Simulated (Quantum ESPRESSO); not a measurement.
AlN under changes of volume

One of the cells (10.417 Å³/atom); the others are scaled copies at fixed shape and fractional positions:

```
CELL_PARAMETERS angstrom
0.00000 2.18399 2.18399
2.18399 0.00000 2.18399
2.18399 2.18399 0.00000
ATOMIC_POSITIONS crystal
Al 0.00000 0.00000 0.00000
N 0.25000 0.25000 0.25000
```

Measurements of this composition are mostly on another form, of space group No. 186.

```yaml
Program: Quantum ESPRESSO 7.5
Functional: LDA
Potentials_or_basis: PseudoDojo 0.4.1 SR LDA standard
Cutoff: 1143 eV
Density_cutoff: 4572 eV
k_mesh: 10 × 10 × 10
Occupations: fermi-dirac, width 0.05 eV
Spin: no spin polarisation
```

```tsv
volume (Å³/atom)	energy over the lowest point (meV/atom)	pressure (GPa)	gap on the mesh (eV)
9.792	9.71	8.5	3.29
10.001	?	?	?
10.209	0.00	-0.8	3.27
10.417	3.68	-4.8	3.26
10.626	12.34	-8.5	3.25
10.834	25.50	-11.8	3.24
11.042	42.74	-14.7	3.23
```

Problem. What does the run at 10.001 Å³/atom give?

Solution. Energy over the lowest point 1.82 meV/atom; pressure 3.6 GPa; gap on the mesh 3.28 eV.

Worked out: A Birch-Murnaghan fit of order 3 (a polynomial in V^(-2/3)) to the other rows has its minimum at 10.17 Å³/atom with B0 = V·E''(V) = 210 GPa and B' = 3.8. It gives 1.81 meV/atom at 10.001 Å³/atom, against the run's 1.82, and -dE/dV = 3.6 GPa, against 3.6. A straight line through the other rows of the gap, of slope -0.499 eV per unit of ln V, gives 3.28 eV, against the run's 3.28.

Energies are extrapolated to zero smearing.

A mesh can miss the band edges.
